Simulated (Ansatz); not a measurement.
CaO, CaS, CaSe: one prototype (rocksalt), with O, S, Se on the same site. Each was relaxed with r2SCAN in Ansatz 0.2.0, and the gaps are read on those cells (d direct, i indirect). (Simulation; spin polarisation is off.)

| compound | a (Å) | gap, PBE (eV) | gap, r2SCAN (eV) | gap, HSE06 (eV) | mean ε∞, r2SCAN | G0W0@PBE gap (eV) |
| --- | --- | --- | --- | --- | --- | --- |
| CaO | 4.795 | 3.65 i (Γ → X) | 4.20 i (Γ → X) | 5.31 i (Γ → X) | 3.5 | 5.96 (204 empty bands, 220 eV, 6×6×6) |
| CaS | 5.696 | 2.36 i (Γ → X) | 2.80 i (Γ → X) | 3.41 i (Γ → X) | 4.6 | 4.07 (137 empty bands, 120 eV, 4×4×4) |
| CaSe | 5.935 | 2.06 i (Γ → X) | 2.52 i (Γ → X) | 3.00 i (Γ → X) | 5.1 | 3.65 (156 empty bands, 120 eV, 4×4×4) |

G0W0 gaps are PBE's gap plus the shift on the mesh. No extrapolation in bands, cutoff or mesh was made for G0W0.

From CaO to CaS, a changes by +0.901 Å and the HSE06 gap by -1.90 eV. From CaS to CaSe, a changes by +0.239 Å and the HSE06 gap by -0.41 eV.

Spin-orbit coupling is left out.

The meshes of the hybrids are coarse, so their gaps aren't converged to the digits shown.
